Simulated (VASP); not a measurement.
A run of VASP 6.6.1 is set up as follows.

INCAR

```
SYSTEM = Ti
PREC = Accurate
ENCUT = 550
EDIFF = 1E-6
ISMEAR = 0
SIGMA = 0.05
LREAL = .FALSE.
LASPH = .TRUE.
NELM = 100
ALGO = Normal
ISIF = 2
LWAVE = .FALSE.
LCHARG = .TRUE.
LELF = .TRUE.
LVHAR = .TRUE.
```

Contents of KPOINTS:

```
Automatic mesh
0
G
  11 11 11
  0 0 0
```

POSCAR

```
Ti
2.8423
   -0.577349329768      0.577349329768      0.577349329768
    0.577349329768     -0.577349329768      0.577349329768
    0.577349329768      0.577349329768     -0.577349329768
Ti
1
Direct
    0.0000000000      0.0000000000      0.0000000000
```

Potentials or basis: VASP PAW LDA potentials, release 64 (Ti_sv_GW).

Run with:

```bash
$ cat potpaw_LDA.64/Ti_sv_GW/POTCAR > POTCAR
$ mpirun -np 1 vasp_std > vasp.out
```

(1) Estimate the pressure.

(2) Predict the band gap on the k mesh.

Results:

(1) -12.3 GPa.

(2) none (metal or under the smearing width).
